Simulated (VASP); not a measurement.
# SiC (Imm2) in VASP: a series of runs

One crystal, SiC, is run at these levels: LDA; tasks: single point, relaxation of the atoms.

All numbers are computed with VASP 6.6.1; they aren't measurements. Logs are shortened: lines on timing, memory, paths and dates and some standing lists are left out, and cuts for length are marked.

## 1. The cell of the first run

The structure is orthorhombic, space group Imm2 (No. 44). Conventional cell: a = 3.031 Å, b = 3.061 Å, c = 4.353 Å, α = 90.00°, β = 90.00°, γ = 90.00°. Around Si (site symmetry mm2) lie 4 C at 1.87 to 1.88 Å. C (site symmetry mm2) is surrounded by 4 Si at 1.87 to 1.88 Å.

The cell was built by a generator and isn't the measured one.

## 2. Single point, LDA (strained cell)

File INCAR:

```
SYSTEM = SiC
  ALGO = Normal
  EDIFF = 1E-6
  ENCUT = 520
  GGA = CA
  ISIF = 2
  ISMEAR = 0
  LASPH = .True.
  LCHARG = .False.
  LREAL = .False.
  LWAVE = .False.
  NBANDS = 11
  NELM = 100
  PREC = Accurate
  SIGMA = 0.02
```

File KPOINTS:

```
k-points
0
Gamma
  10 10 10
  0 0 0
```

File POSCAR:

```
SiC
1.0
   -0.0106350895      2.1535232174      2.1763368097
    2.1535232174     -0.0106350895      2.1763368097
    2.1428881279      2.1428881279      0.0000000000
Si C
1 1
Direct
   -0.0005083313     -0.0005083313      0.0005083313
    0.2505083313      0.2505083313      0.2494916687
```

Potentials or basis: VASP PAW LDA potentials, release 64 (Si, C).

Started as:

```sh
$ cat potpaw_LDA.64/Si/POTCAR potpaw_LDA.64/C/POTCAR > POTCAR
$ mpirun -np 1 vasp_std > vasp.out
```

OUTCAR:

```text
SYSTEM = SiC
   EDIFF = 1E-6
   ENCUT = 520
   GGA = CA
   ISIF = 2
   ISMEAR = 0
   LASPH = .True.
   LREAL = .False.
   NELM = 100
   PREC = Accurate

 ion  position               nearest neighbor table
   1  0.999  0.999  0.001-   2 1.87   2 1.87   2 1.88   2 1.88
   2  0.251  0.251  0.249-   1 1.87   1 1.87   1 1.88   1 1.88

  LATTYP: Found a body centered orthorhombic cell.
 ALAT       =     3.0305014531
 B/A-ratio  =     1.0099259400
 C/A-ratio  =     1.4362882469

  Lattice vectors:

 A1 = (  -2.1535232174,   0.0106350895,   2.1763368097)
 A2 = (   2.1535232174,  -0.0106350895,   2.1763368097)
 A3 = (  -0.0106350895,   2.1535232174,  -2.1763368097)

Analysis of symmetry for initial positions (statically):
=====================================================================
 Subroutine PRICEL returns:
 Original cell was already a primitive cell.

 Routine SETGRP: Setting up the symmetry group for a
 body centered orthorhombic supercell.

 Subroutine GETGRP returns: Found  4 space group operations
 (whereof  4 operations were pure point group operations)
 out of a pool of  8 trial point group operations.

The static configuration has the point symmetry C_2v.

Analysis of symmetry for dynamics (positions and initial velocities):
=====================================================================
 Subroutine PRICEL returns:
 Original cell was already a primitive cell.

 Routine SETGRP: Setting up the symmetry group for a
 body centered orthorhombic supercell.

 Subroutine GETGRP returns: Found  4 space group operations
 (whereof  4 operations were pure point group operations)
 out of a pool of  8 trial point group operations.

The dynamic configuration has the point symmetry C_2v.

 Subroutine INISYM returns: Found  4 space group operations
 (whereof  4 operations are pure point group operations),
 and found     1 'primitive' translations

----------------------------------------------------------------------------------------

                                     Primitive cell

  volume of cell :      20.1857

  direct lattice vectors                    reciprocal lattice vectors
    -0.010635090  2.153523217  2.176336810    -0.231036703  0.231036703  0.229743851
     2.153523217 -0.010635090  2.176336810     0.231036703 -0.231036703  0.229743851
     2.142888128  2.142888128  0.000000000     0.233329959  0.233329959 -0.229743851

  length of vectors
     3.061734355  3.061734355  3.030501453     0.399422275  0.399422275  0.402079566

  position of ions in fractional coordinates (direct lattice)
     0.999491669  0.999491669  0.000508331
[... 88 lines left out ...]
   PSTRESS=    0.0 pullay stress
   NELECT =       8.0000    total number of electrons
   NUPDOWN=      -1.0000    fix difference up-down
   EMIN   =  10.00;   EMAX   =-10.00  energy-range for DOS
   EFERMI =   0.00;   METHOD = LEGACY
   ISMEAR =     0;   SIGMA  =   0.02  broadening in eV -4-tet -1-fermi 0-gaus
   EFERMI_NEDOS =   21; number of points for ismear=-14 and -15
   IALGO  =     38    algorithm
   IMIX   =      4    mixing-type and parameters
     AMIX     =   0.40;   BMIX     =  1.00
     AMIX_MAG =   1.60;   BMIX_MAG =  1.00
  volume/ion in A,a.u.               =      10.09        68.11
  Fermi-wavevector in a.u.,A,eV,Ry     =   1.202513  2.272421 19.674550  1.446039
  Thomas-Fermi vector in A             =   2.338293
   LORBIT       =      0    0 simple, 1 ext, 2 COOP (PROOUT), +10 PAW based schemes
   GGA     = CA    functional components
   LHFCALC =     F    Hartree Fock is set to
   AEXX    =    0.0000 exact exchange contribution
   IVDW    =     0    specifies the selected vdW correction
   LEPSILON=     F    determine dielectric tensor
   LRPA    =     F    only Hartree local field effects (RPA)
 non-spin polarized calculation
 Gauss-broadening in eV      SIGMA  =   0.02
  energy-cutoff  :      520.00
  volume of cell :       20.19
 maximum number of plane-waves:       556
   NGX = 11   NGY = 11   NGZ = 11

 number of electron       8.0000000 magnetization

 Free energy of the ion-electron system (eV)
  ---------------------------------------------------
  ext. energy  EPLUGINS =         0.00000000
  ---------------------------------------------------
  free energy    TOTEN  =       -16.63906949 eV

  energy without entropy =      -16.63906949  energy(sigma->0) =      -16.63906949

 E-fermi :   8.5478     XC(G=0): -11.6625

 val. band max:        8.4241011662   @ k =   0.0000   0.0000   0.0000
 cond. band min:       9.5968631553   @ k =   0.5000  -0.0000   0.5000
 fundamental gap:      1.1727619891
 Fermi energy:         8.5478406475

 k-point     1 :       0.0000    0.0000    0.0000
  band No.  band energies     occupation
      1      -7.1647      2.00000
      2       8.2969      2.00000
      3       8.3187      2.00000
      4       8.4241      2.00000
      5      14.8994      0.00000
      6      15.5932      0.00000
      7      15.7587      0.00000
      8      15.8102      0.00000
      9      22.7808      0.00000
     10      23.1145      0.00000
     11      24.9023      0.00000
[... 309 lines left out ...]
 k-point    24 :       0.4000    0.3000    0.0000
  band No.  band energies     occupation
      1      -3.9763      2.00000
      2       2.7104      2.00000
      3       5.1031      2.00000
      4       5.8313      2.00000
      5      11.2361      0.00000
      6      14.0240      0.00000
      7      20.0622      0.00000
      8      20.4160      0.00000
      9      22.1542      0.00000
     10      26.6132      0.00000
     11      29.7748      0.00000

 [... further k-points ...]

------------------------ aborting loop because EDIFF is reached ----------------------------------------

  FORCE on cell =-STRESS in cart. coord.  units (eV):
  Direction    XX          YY          ZZ          XY          YZ          ZX
  --------------------------------------------------------------------------------------
  -------------------------------------------------------------------------------------
  Total        0.3097252      0.3097252     -0.0472009      0.3207602      0.0000000      0.0000000
  in kB       24.5834347     24.5834347     -3.7464143     25.4592996      0.0000000      0.0000000
  external PRESSURE =      15.1401517 kB  Pullay stress =       0.0000000 kB

 VOLUME and BASIS-vectors are now :
 -----------------------------------------------------------------------------
  energy-cutoff  :      520.00
  volume of cell :       20.19
      direct lattice vectors                 reciprocal lattice vectors
    -0.010635090  2.153523217  2.176336810    -0.231036703  0.231036703  0.229743851
     2.153523217 -0.010635090  2.176336810     0.231036703 -0.231036703  0.229743851
     2.142888128  2.142888128  0.000000000     0.233329959  0.233329959 -0.229743851

 POSITION                                       TOTAL-FORCE (eV/Angst)
 -----------------------------------------------------------------------------------
      2.14289      2.14289      4.35046        -0.000000     -0.000000     -0.000236
      1.07144      1.07144      1.09038         0.000000      0.000000      0.000236
 -----------------------------------------------------------------------------------
    total drift:                                0.000000      0.000000     -0.000234

  FREE ENERGIE OF THE ION-ELECTRON SYSTEM (eV)
  ---------------------------------------------------
  free  energy   TOTEN  =       -16.6390694871 eV

  energy  without entropy=      -16.6390694871  energy(sigma->0) =      -16.63906949
```

OSZICAR:

```text
N       E                     dE             d eps       ncg     rms          rms(c)
DAV:   1     0.229652381379E+01    0.22965E+01   -0.40007E+03  3901   0.618E+02
DAV:   2    -0.181605316060E+02   -0.20457E+02   -0.19488E+02  4772   0.112E+02
DAV:   3    -0.187480116612E+02   -0.58748E+00   -0.58640E+00  4634   0.159E+01
DAV:   4    -0.187503319053E+02   -0.23202E-02   -0.23201E-02  4257   0.128E+00
DAV:   5    -0.187503429597E+02   -0.11054E-04   -0.11054E-04  4671   0.808E-02    0.933E+00
DAV:   6    -0.167357922474E+02    0.20146E+01   -0.72759E+00  4254   0.121E+01    0.413E+00
DAV:   7    -0.166601140418E+02    0.75678E-01   -0.41500E-01  4488   0.370E+00    0.184E+00
DAV:   8    -0.166394934037E+02    0.20621E-01   -0.27233E-02  4332   0.994E-01    0.183E-01
DAV:   9    -0.166390553191E+02    0.43808E-03   -0.20644E-03  4612   0.246E-01    0.985E-02
DAV:  10    -0.166390691047E+02   -0.13786E-04   -0.12991E-04  4239   0.706E-02    0.339E-02
DAV:  11    -0.166390694871E+02   -0.38231E-06   -0.34106E-06  4560   0.116E-02
   1 F= -.16639069E+02 E0= -.16639069E+02  d E =-.268071E-21
```

It took 9.4 s on 1 thread of Intel Xeon 6975P-C (Granite Rapids), shared host; peak memory 0.15 GiB.

Results:

* Free energy: -16.6391 eV
* Pressure: 1.5 GPa
* Band gap on the k mesh: 1.17 eV, indirect (least direct gap 4.42 eV)

Stress tensor (GPa, compression positive):
```
 2.46  2.55  0.00
 2.55  2.46  0.00
 0.00  0.00 -0.37
```

A k mesh can miss the band edges.

## 3. Relaxation of the atoms, LDA (strained cell)

File INCAR:

```
SYSTEM = SiC
PREC = Accurate ; ENCUT = 520
EDIFF = 1E-6 ; ISMEAR = 0
SIGMA = 0.02 ; LREAL = .FALSE.
LASPH = .TRUE. ; NELM = 100
ALGO = Normal ; ISIF = 2
LWAVE = .FALSE. ; LCHARG = .FALSE.
IBRION = 2 ; NSW = 60
EDIFFG = -0.002
```

File KPOINTS:

```
regular mesh
0
G
  10 10 10
  0 0 0
```

File POSCAR:

```
SiC
1.0
   -0.0106350895      2.1535232174      2.1763368097
    2.1535232174     -0.0106350895      2.1763368097
    2.1428881279      2.1428881279      0.0000000000
Si C
1 1
Direct
   -0.0001484503     -0.0001484503      0.0001484503
    0.2501484503      0.2501484503      0.2498515497
```

Potentials or basis: VASP PAW LDA potentials, release 64 (Si, C).

Started as:

```sh
$ cat potpaw_LDA.64/Si/POTCAR potpaw_LDA.64/C/POTCAR > POTCAR
$ mpirun -np 1 vasp_std > vasp.out
```

Run time: 14 s. Hardware: 1 thread of Intel Xeon 6975P-C (Granite Rapids), shared host; peak memory 0.14 GiB.

It converged, with:

```yaml
Free_energy: -16.6391 eV
Energy_gained_by_relaxing: 0.0 meV/atom
Ionic_steps: 3
Pressure_after_relaxing: 1.5 GPa
Band_gap_on_the_k_mesh: 1.17 eV, indirect (least direct gap 4.42 eV)
```

Stress tensor (GPa, compression positive):
```
 2.45  2.55  0.00
 2.55  2.45  0.00
 0.00  0.00 -0.38
```

Final structure:
```
Si C
1.0
    -0.01064    2.15352    2.17634
     2.15352   -0.01064    2.17634
     2.14289    2.14289    0.00000
Si C
1 1
Direct
  0.99949 0.99949 0.00051
  0.25051 0.25051 0.24949
```

Levels at points of the mesh, in eV from the valence-band top:
```tsv
k point	band 2	band 3	band 4	band 5	band 6	band 7
(0.00, 0.00, 0.00)	-0.13	-0.11	0.00	6.48	7.17	7.33
(0.50, 0.00, 0.00)	-8.79	-1.19	-1.02	5.58	7.10	7.32
(0.50, 0.50, 0.00)	-8.06	-3.33	-3.15	1.27	4.33	14.06
(0.00, 0.00, 0.50)	-8.75	-1.22	-1.12	5.46	7.07	7.15
(0.50, 0.00, 0.50)	-7.92	-3.37	-3.35	1.17	4.14	13.85
```

A k mesh can miss the band edges.
